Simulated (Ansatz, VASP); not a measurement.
BeSe: VASP beside Ansatz

```
Se Be
1.0
     0.00000    2.50074    2.50074
     2.50074    0.00000    2.50074
     2.50074    2.50074    0.00000
Se Be
1 1
Direct
  0.75000 0.75000 0.75000
  0.00000 0.00000 0.00000
```

Change from the starting cell: volume scaled by 0.96.

Alike in both runs: task single point; functional PBEsol; k mesh 9 × 9 × 9; occupations fermi-dirac, width 0.05 eV; no spin polarisation.

```csv
,VASP,Ansatz
version,VASP 6.6.1,Ansatz 0.2.0
potentials or method,"VASP PAW PBE potentials, release 64 (Se, Be)",Ansatz PAW
plane-wave cutoff (eV),520,420
valence electrons in the cell,8,18
```

VASP gave:

```
gap on the k mesh at the Fermi level (eV) : 2.36
least direct gap on the mesh (eV)         : 4.86
pressure (GPa)                            : 7.3
```

**Question.** Estimate Ansatz's values.

**Answer.** gap on the k mesh at the Fermi level (eV): 2.38; least direct gap on the mesh (eV): 4.86; pressure (GPa): 6.9.

The two sets of potentials don't hold the same shells in valence.

Caveats: the PAW data sets were made with another functional, which shifts forces and pressure a little (VASP); an odd mesh through Γ misses points on the zone boundary, where band edges often lie (VASP); odd divisions of the mesh miss points on the zone boundary, where band edges often lie, so the gap on the mesh can be too wide (Ansatz); the PAW data sets come from PBE, with cores solved anew for the run's functional, which leaves a small shift of forces and pressure (Ansatz).
